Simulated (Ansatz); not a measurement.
# InGaAs2: the cell at several levels of theory

Cell and atoms of InGaAs2, ordered on the zincblende lattice (R3m) with 4 atoms a cell are relaxed in turn with PBE and r2SCAN. This is a trial cell built on a prototype, not taken from a measured structure, and it needn't be the compound's ground state.

Program: Ansatz 0.2.0. PAW datasets, plane waves, zero pressure. No spin polarisation and no zero-point or thermal motion; the cell was built from a prototype and may be hypothetical.

### Step 1. Starting point

This is the cell as the run starts from it, not yet at rest; its lengths are not the crystal's.

It is trigonal, R3m (No. 160); a = 4.042 Å, c = 19.803 Å in the conventional setting, 23.35 Å³ an atom. Ga has 4 As at 2.48 Å; In has 4 As at 2.48 Å; As has 3 Ga at 2.48 Å and 1 In at 2.48 Å; As has 3 In at 2.48 Å and 1 Ga at 2.48 Å.

Structure file:

```cif
data_structure
_symmetry_space_group_name_H-M 'R3m:H'
_symmetry_Int_Tables_number 160
_cell_length_a 4.0422
_cell_length_b 4.0422
_cell_length_c 19.8028
_cell_angle_alpha 90.000
_cell_angle_beta 90.000
_cell_angle_gamma 120.000
_cell_volume 280.22
loop_
_atom_site_label
_atom_site_type_symbol
_atom_site_symmetry_multiplicity
_atom_site_Wyckoff_symbol
_atom_site_fract_x
_atom_site_fract_y
_atom_site_fract_z
_atom_site_occupancy
Ga1 Ga 3 a 0.00000 0.00000 0.00000 1
In1 In 3 a 0.33333 0.66667 0.16667 1
As1 As 3 a 0.33333 0.66667 0.04167 1
As2 As 3 a 0.66667 0.33333 0.20833 1
```

### Step 2. Relaxation with PBE

input.yaml reads:

```yaml
crystal:
  lattice:
    - [2.0211148116, 1.1668911805, 6.6009333333]
    - [-2.0211148116, 1.1668911805, 6.6009333333]
    - [0.0, -2.3337823611, 6.6009333333]
  atoms:
    - { symbol: Ga, position: [1.0, 0.0, 0.0] }
    - { symbol: In, position: [0.5, 0.5, 0.5] }
    - { symbol: As, position: [0.375, 0.375, 0.375] }
    - { symbol: As, position: [0.875, 0.875, 0.875] }
kpoints:
  mp_grid: { grid: [6, 6, 6] }
hamiltonian:
  xc: pbe
scf:
  occupations: { method: fermi_dirac, width: 0.02 }
relax:
  f_tol: 0.005
  cell: {}
```

Run with:

```sh
ansatz run input.yaml --threads 2 --pin off --max-ram 2211MiB --backend cpu --events-out ev --progress --plain --runs-dir out
```

Further steps of the session: Relaxation with r2SCAN.

Before running it: what results should come out? Wanted: for each run, a; c; volume; space group; SCF geometries.

**Answer**, as computed:

```
 level  a (Å)   c (Å)  volume (Å³/atom)  space group  SCF geometries
   PBE  4.223  20.722            26.666          R3m               6
r2SCAN  4.166  20.455            25.616          R3m               6
```

The first relaxation changed the volume by +14.2 % from the start. The volume runs from r2SCAN (least) to PBE (most), a spread of 4.1 %, or 1.3 % in length if all axes shared it alike.
